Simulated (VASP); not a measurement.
**MoS2: equation of state with PBEsol**

MoS2, a slab with vacuum:

```xyz
3
Lattice="3.1841 0.0000 0.0000 -1.5921 2.7575 0.0000 0.0000 0.0000 17.3346" Properties=species:S:1:pos:R:3 pbc="T T T"
Mo    0.0000    0.0000    0.0000
S     0.0000    1.8384   15.7833
S     0.0000    1.8384    1.5513
```

* Program: VASP 6.6.1
* Task: equation of state
* Functional: PBEsol
* Potentials or basis: VASP PAW PBE potentials, release 64 (Mo_sv, S)
* Cutoff: 520 eV
* k mesh: 10 × 10 × 2
* Occupations: fermi-dirac, width 0.05 eV
* Spin: no spin polarisation

```json
{
 "Equilibrium volume": "49.64 Å³/atom",
 "Bulk modulus at fixed shape and positions": "55 GPa",
 "Pressure derivative of the bulk modulus": "4.4"
}
```

Energy against volume, from the lowest point:
| volume (Å³/atom) | energy (meV/atom) |
| --- | --- |
| 47.690 | 14.01 |
| 48.705 | 3.09 |
| 49.720 | 0.00 |
| 50.735 | 3.93 |
| 51.749 | 14.15 |
| 52.764 | 30.01 |
| 53.779 | 50.91 |

All runs of the series together: 6.2 min on 1 thread of Intel(R) Xeon(R) 6975P-C (Granite Rapids), with other jobs on the host.

Caveat: the cell was scaled at fixed shape and fractional positions, which overstates the stiffness of a crystal with free parameters, most of all of layers and chains; the PAW data sets were made with another functional, which shifts forces and pressure a little.
